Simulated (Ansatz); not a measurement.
Ga:

```
Ga
1.0
     4.44947    0.00000    0.00000
    -2.22474    3.85336    0.00000
     0.00000    0.00000    2.76520
Ga
2
Direct
  0.33333 0.66667 0.50000
  0.66667 0.33333 0.50000
```

The cell was built by a generator and needn't be a form met in nature.

* Program: Ansatz 0.2.0
* Task: single point
* Functional: PBE
* Potentials or basis: all-electron LAPW, scalar-relativistic
* Cutoff: 286 eV (chosen from the basis error)
* Basis error allowed: 0.001 eV/atom
* k mesh: 7 × 7 × 10
* Occupations: fermi-dirac, width 0.05 eV
* Spin: no spin polarisation

On this cell: pressure 0.1 GPa; largest force under 0.003 eV/Å; band gap on the k mesh none (metal or under the smearing width).

The same run follows on a disturbed copy (atoms moved at random, drawn with an rms of 0.05 Å):

```
CELL_PARAMETERS angstrom
4.44947 0.00000 0.00000
-2.22474 3.85336 0.00000
0.00000 0.00000 2.76520
ATOMIC_POSITIONS crystal
Ga 0.33963 0.66269 0.51672
Ga 0.68236 0.34266 0.48956
```

Q: What does the disturbed cell give?

A: The energy (extrapolated to zero smearing) moves by +3.2 meV/atom; pressure 0.2 GPa; largest force 0.252 eV/Å; band gap on the k mesh none (metal or under the smearing width).

Forces on the atoms (eV/Å):
```
Ga   0.072  0.241  0.016
Ga  -0.072 -0.241 -0.016
```

Stress tensor (GPa, compression positive):
```
 1.63  0.27  0.02
 0.27 -0.35  0.05
 0.02  0.05 -0.78
```
